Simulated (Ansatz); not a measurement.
Runs of Ansatz 0.2.0 on Sb. It takes space group Fm-3m (No. 225, cubic). Conventional cell: a = 4.742 Å, b = 4.742 Å, c = 4.742 Å, α = 90.00°, β = 90.00°, γ = 90.00°. Around Sb (site symmetry m-3m) lie 12 Sb at 3.35 Å. This isn't the form of Sb at room conditions, which is rhombohedral.

| share of exact exchange | gap on the mesh (eV) | pressure (GPa) |
| --- | --- | --- |
| 0.2 | none | 0.2 |
| 0.25 | none | -0.2 |
| 0.1 | none | 1.1 |
| 0.15 | none | 0.6 |
| 0.05 | none | (b) |
| 0.3 | none | (a) |

Alike in all rows: task single point; level HSE06 form with a typed share of exact exchange; potentials or basis Ansatz PAW; no spin polarisation; cell as given; k mesh 5 × 5 × 5; cutoff (eV) 420; smearing fermi-dirac 0.05 eV; the mesh is coarse, so values aren't converged.

Estimate the missing entries.

(a) -0.6; (b) 1.5.

Caveats: all runs use coarse meshes; the PAW data sets come from PBE, with cores solved anew for the run's functional, which leaves a small shift of forces and pressure; the thresholds are loose for stress.

A k mesh can miss the band edges, and the runs leave out spin-orbit coupling on Sb.

A gap of «none» marks a metal or a gap under the smearing width.
